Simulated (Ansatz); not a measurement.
A plane-wave DFT run in Ansatz 0.2.0 (scalar-relativistic PAW potentials unless the input names others): input and command.

```yaml
crystal:
  lattice:
    - [2.23392763, 0.0, 0.0]
    - [-1.11696382, 1.93463808, 0.0]
    - [0.0, 0.0, 2.34079738]
  atoms:
    - { symbol: Ta, position: [0.3333333333, 0.6666666667, 0.5] }
    - { symbol: "N", position: [0.0, 0.0, 0.0] }
basis:
  ecutwfc: 420
kpoints:
  mp_grid: { grid: [24, 24, 18] }
hamiltonian:
  xc: pbesol
scf:
  occupations: { method: gaussian, width: 0.1 }
  max_iter: 75
output:
  forces: true
  eigenvalues: true
  stress: true
```

```bash
ansatz run input.yaml --threads 1 --pin off --max-ram 2560MiB --backend cpu --events-out ev --progress --plain --runs-dir out
```

Abridged log:
```
Pseudopotentials: kind: paw
Pseudopotential: Ta, paw, valence charge 13, recommended cutoff 420 eV (normal)
Pseudopotential: N, paw, valence charge 5, recommended cutoff 420 eV (normal)
Functional definition: PBEsol
Crystal: 2 atoms, lattice volume = 10.117 Å³
Basis set: ecut = 420 eV, 211 PW (Γ), exchange–correlation on 30×30×32 points (8 copies of the dense FFT grid, shifted against one another)
Bands: 13, of which v1, the nominal top of the filled ones, is band 9 counted from 1 (8 counted from 0)
Symmetry: 12 space group operations
Space group: P-6m2 (ITA 187), of the structure as read, at distance tolerance 2.2e-5 Å
k-points: 610 of 10368 (time reversal used)
Initial density: superposition of atomic densities (neutral atoms: chi_scale 0, normalization atom), corrected by the library's trained network
Initial wavefunctions: pseudopotential atomic-orbital guess
Functional: x = pbesol(κ = 0.804, μ = 0.12345679), c = pbesol(β = 0.046)
SCF iter   1: F=—  HF=-10165.339921 eV  |F-HF|=—  |Δ(HF+E_count)|=         —  Δρ=1.39e-1  dr2=6.52e-1  ethr=1.77e-3  ⟨swp⟩=5.4  Hψ=45355  notcnv=0
SCF iter   2: F=—  HF=-10165.176803 eV  |F-HF|=—  |Δ(HF+E_count)|=   1.63e-1  Δρ=8.02e-2  dr2=2.44e-1  ethr=1.77e-3  ⟨swp⟩=2.0  Hψ=15161  notcnv=0  defer=43
SCF iter   3: F=—  HF=-10165.103626 eV  |F-HF|=—  |Δ(HF+E_count)|=   7.32e-2  Δρ=2.27e-2  dr2=4.26e-2  ethr=1.36e-3  ⟨swp⟩=3.3  Hψ=15558  notcnv=0  defer=43
SCF iter   4: F=—  HF=-10165.089487 eV  |F-HF|=—  |Δ(HF+E_count)|=   1.41e-2  Δρ=2.75e-3  dr2=4.01e-4  ethr=2.37e-4  ⟨swp⟩=2.3  Hψ=15664  notcnv=0  defer=43
SCF iter   5: F=—  HF=-10165.089423 eV  |F-HF|=—  |Δ(HF+E_count)|=   6.36e-5  Δρ=5.36e-4  dr2=7.60e-6  ethr=2.23e-6  ⟨swp⟩=2.1  Hψ=12013  notcnv=0  defer=43
SCF iter   6: F=—  HF=-10165.089440 eV  |F-HF|=—  |Δ(HF+E_count)|=   1.64e-5  Δρ=5.48e-5  dr2=7.11e-8  ethr=5.56e-10  ⟨swp⟩=6.1  Hψ=47014  notcnv=0
SCF iter   7: F=-10165.089440 eV  HF=-10165.089440 eV  |F-HF|=1.71e-10  |Δ(HF+E_count)|=   1.90e-8  Δρ=4.75e-6  dr2=3.36e-10  ethr=3.95e-10  ⟨swp⟩=2.7  Hψ=28763  notcnv=0
SCF 1 converged in 7 iterations: F = -10165.089440 eV  dr2 = 3.36e-10
SCF converged after 7 iterations
Free energy (F): -10165.089440 eV
Harris-Foulkes:  -10165.089440 eV  (|F-HF|=1.71e-10)
Internal energy: -10165.088006 eV  (E = F + TS)
E sigma→0 (E₀):  -10165.088723 eV
Entropy (-TS):   -0.001434 eV (-0.717 meV/atom)
Fermi energy:    45.070438 eV
--- Forces (eV/Å), atoms counted from 1 ---
  atom   1  Ta     0.00000000     0.00000000     0.00000000
  atom   2  N      0.00000000     0.00000000     0.00000000
--- Stress (GPa, compression-positive) ---
     1190.998262       0.000000       0.000000
        0.000000    1190.998262       0.000000
        0.000000       0.000000    1226.336600
  P = ⅓ Tr σ = 1202.7777 GPa (12027.777 kbar)
```

**Question.** The run was meant for a cell not far from equilibrium. What should be changed?

**Answer.** The fault is a lattice far too small (lattice vectors times 0.800). Setting it back cures it. The run converged all the same, with an energy at zero smearing 11.2 eV/atom above the reference's, pressure 1202.78 GPa, largest force 0.000 eV/Å, no gap on the mesh, so convergence alone doesn't show that an input is right. A reference run of the cell with lattice vectors 2.7924 0.0000 0.0000; -1.3962 2.4183 0.0000; 0.0000 0.0000 2.9260 Å and the atoms in their places converged, and the end of its own relaxation has pressure 29.67 GPa, largest force 0.000 eV/Å, no gap on the mesh (its cell was held, or driven to that pressure on purpose).

Time: 7.3 s on 1 thread of Intel(R) Xeon(R) Platinum 8488C (Sapphire Rapids) (shared host), peak memory 0.45 GiB.